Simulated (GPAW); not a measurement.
Wanted: an ASE script for a GPAW 26.7.0 run.

| Quantity | Value |
| --- | --- |
| Task | relaxation of cell and atoms |
| Functional | PBEsol |
| Potentials or basis | PAW data sets generated in the run's folder for this functional |
| Cutoff | 600 eV |
| Basis | pw |
| k mesh | 9 × 9 × 3 |
| Occupations | fermi-dirac, width 0.05 eV |
| Spin | no spin polarisation |
| Target pressure | 2 GPa |
| Maxiter | 150 |
| Optimizer | BFGS |
| Fmax | 0.02 eV/Å |
| Max steps | 60 |
| Target pressure | 2 GPa |
| Convergence | density=1e-05 forces=0.0001 |

Crystal: Al.

```
Al
1.0
     2.82708    0.00000    0.00000
    -1.41354    2.44832    0.00000
     0.00000    0.00000    9.18599
Al
4
Direct
  0.66667 0.33333 0.75000
  0.00000 0.00000 0.50000
  0.33333 0.66667 0.25000
  0.00000 0.00000 0.00000
```

This isn't the form of Al at room conditions, which is fcc.

These files were run (other wordings do the same):

run.py

```python
from ase import Atoms
from ase.filters import FrechetCellFilter
from ase.io import write
from ase.optimize import BFGS
from ase.units import GPa
from gpaw import GPAW, PW, setup_paths

setup_paths.insert(0, '.')

atoms = Atoms(['Al', 'Al', 'Al', 'Al'],
              cell=[[2.8270770242, 0.0, 0.0],
                    [-1.4135385121, 2.4483205214, 0.0],
                    [0.0, 0.0, 9.18599307]],
              scaled_positions=[[0.6666666667, 0.3333333333, 0.75],
                                [0.0, 0.0, 0.5],
                                [0.3333333333, 0.6666666667, 0.25],
                                [0.0, 0.0, 0.0]],
              pbc=True)

calc = GPAW(mode=PW(600),
            xc='PBEsol',
            kpts={'size': (9, 9, 3), 'gamma': True},
            occupations={'name': 'fermi-dirac', 'width': 0.05},
            nbands=16,
            convergence={'density': 1e-05, 'forces': 0.0001},
            maxiter=150,
            txt='gpaw.txt')
atoms.calc = calc
opt = BFGS(FrechetCellFilter(atoms, scalar_pressure=2 * GPa), trajectory='relax.traj', logfile='-')
done = opt.run(fmax=0.02, steps=60)
calc.write('gs.gpw')
write('result.traj', atoms)
print('Converged:', done)
print('Cell:', atoms.cell.cellpar().round(4))
print('Volume:', round(atoms.get_volume(), 4))
print(atoms.get_scaled_positions().round(5))
```

Potentials or basis: PAW data sets generated in the run's folder for this functional, pw.

Run with:

```bash
$ gpaw-setup -f PBEsol Al
$ OMP_NUM_THREADS=1 python run.py
```

Results of the run:

The relaxed volume is 15.85 Å³/atom and the relaxed cell is a = 2.806 Å, b = 2.806 Å, c = 9.301 Å, α = 90.00°, β = 90.00°, γ = 120.00°. The space group after relaxing (to 0.05 Å) is P6_3/mmc (No. 194). The energy change on relaxing (the enthalpy is what falls) is -2.3 meV/atom and the ionic steps are 6. The pressure after relaxing is 2.2 GPa and the band gap on the k mesh is none (metal or under the smearing width).

Caveat: later steps reuse the first step's grids.

Wall time 65 s on 1 thread of Arm Neoverse V2, on a shared host, peak memory 0.22 GiB.
